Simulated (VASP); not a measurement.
**Sn: core levels with PBEsol**

Crystal: Sn.

```
Sn
1.0
     0.00000    3.23334    3.23334
     3.23334    0.00000    3.23334
     3.23334    3.23334    0.00000
Sn
2
Direct
  0.00000 0.00000 0.00000
  0.25000 0.25000 0.25000
```

This isn't the form of Sn at room conditions, which is tetragonal (white tin).

| Item | Value |
| --- | --- |
| Program | VASP 6.6.1 |
| Task | core levels |
| Functional | PBEsol |
| Potentials or basis | VASP PAW PBE potentials, release 64 (Sn_d) |
| Cutoff | 520 eV |
| k mesh | 8 × 8 × 8 |
| Occupations | methfessel-paxton, width 0.1 eV |
| Spin | no spin polarisation |
| Further INCAR settings | ALGO = Fast; EDIFF = 1e-06 |

- Pressure: 1.4 GPa
- Band gap on the k mesh: none (metal or under the smearing width)

Levels at points of the mesh, in eV from the Fermi level:
```csv
k point,band 10,band 11,band 12,band 13,band 14,band 15,band 16,band 17,band 18
"(0.00, 0.00, 0.00)",-21.18,-10.66,-0.57,0.13,0.13,0.13,2.20,2.20,2.20
"(0.50, 0.00, 0.00)",-21.13,-9.01,-6.32,-1.09,-1.09,0.00,3.26,3.26,5.56
"(0.50, 0.50, 0.00)",-21.11,-7.52,-7.52,-2.46,-2.46,0.79,0.79,7.82,7.82
```

Core levels (eV, on the scale of the bands):
```
atom                                                                                     levels
1 Sn  1s -28997.3, 2s -4368.8, 2p -3920.5, 3s -835.0, 3p -688.6, 3d -463.3, 4s -123.9, 4p -79.7
2 Sn  1s -28997.3, 2s -4368.8, 2p -3920.5, 3s -835.0, 3p -688.6, 3d -463.3, 4s -123.9, 4p -79.7
```

Run time: 18 s on 1 thread of AMD EPYC 9R45 96-Core Processor (Zen 5) (shared host), peak memory 0.18 GiB.

Caveat: the PAW data sets were made with another functional, which shifts forces and pressure a little.
